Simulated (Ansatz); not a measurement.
# A series in volume scale on Sc

Plane-wave DFT, scalar-relativistic PAW made under PBE with cores redone for the functional, no dispersion; the given relaxed cell is scaled uniformly, energy at zero smearing counts from the unscaled cell, pressure at the given Fermi-Dirac smearing is positive in compression. The results are calculated, by Ansatz 0.2.0.

The cell before it is scaled or strained (space group Pm-3m, No. 221):
```
Sc
1.0
      3.0221     0.0000     0.0000
      0.0000     3.0221     0.0000
      0.0000     0.0000     3.0221
Sc
1
Direct
  0.00000 0.00000 0.00000
```

Settings of every row: spin polarised no; functional RPBE; wave cutoff 420 eV; smearing width 0.1 eV; k mesh 12x12x12.

Atom starting moment: 0 on all atoms.

Limits: the cell comes from a prototype or a list of computed structures and needn't be the stable phase.

| row | volume scale | V (Å³/atom) | pressure (GPa) | energy change per atom (meV) |
| --- | --- | --- | --- | --- |
| 1 | 0.88 | 24.289 | 5 | 43.48 |
| 2 | 0.92 | 25.393 | ? | ? |
| 3 | 0.96 | 26.497 | 1.38 | 3.49 |
| 4 | 1.04 | 28.705 | -1.24 | 5.41 |
| 5 | 1.08 | 29.809 | -2.27 | 18.49 |
| 6 | 1.12 | 30.913 | -3.15 | 38.13 |

Question: what pressure and energy change per atom should row 2 give?

Worked fit of pressure. Take u = (V_r/V)^(2/3) − 1 with V_r = 28.705 Å³ an atom, which is twice the finite (Eulerian) strain; such expansions in the strain, on which the Birch-Murnaghan equation of state is built, carry the rest volume and the bulk modulus. The shown rows have u = 0.1178, 0.05481, 0, -0.02485, -0.0482. Least squares give pressure = −1.242 + 43.448 × u + 80.92 × u² GPa; a straight line predicts inner rows, each left out in turn, worse (root mean square 0.27 against 0.0043 GPa). All shown rows lie on it to the printed digit. The pressure vanishes at u = 0.0272, or V = 27.57 Å³ an atom, and there the bulk modulus at fixed shape and fractions is B = −V dP/dV = (2/3)(1 + u) dP/du = 32.8 GPa. The withheld row has u = 0.08516, so the fit gives −1.242 + 43.448 × (0.08516) + 80.92 × (0.08516)² = 3.04 GPa.

The calculation gave 3.04 GPa. The fit meets it to the printed digit.

Worked fit of energy change per atom. Take u = (V_r/V)^(2/3) − 1 with V_r = 28.705 Å³ an atom, which is twice the finite (Eulerian) strain; such expansions in the strain, on which the Birch-Murnaghan equation of state is built, carry the rest volume and the bulk modulus. The shown rows have u = 0.1178, 0.05481, 0, -0.02485, -0.0482. Least squares give energy change per atom = 5.814 − 376.884 × u + 5925.5 × u² meV; a straight line predicts inner rows, each left out in turn, worse (root mean square 20 against 0.89 meV). The rows lie off it by -0.16, 0.53, -0.40, -0.35, 0.38 (root mean square 0.38 meV). The withheld row has u = 0.08516, so the fit gives 5.814 − 376.884 × (0.08516) + 5925.5 × (0.08516)² = 16.69 meV.

The calculation gave 17.4 meV. The fit lies 0.71 meV (4.1 % of the value, 1.8 % of the column's range) below it; its largest miss of a shown row is 0.53 meV.
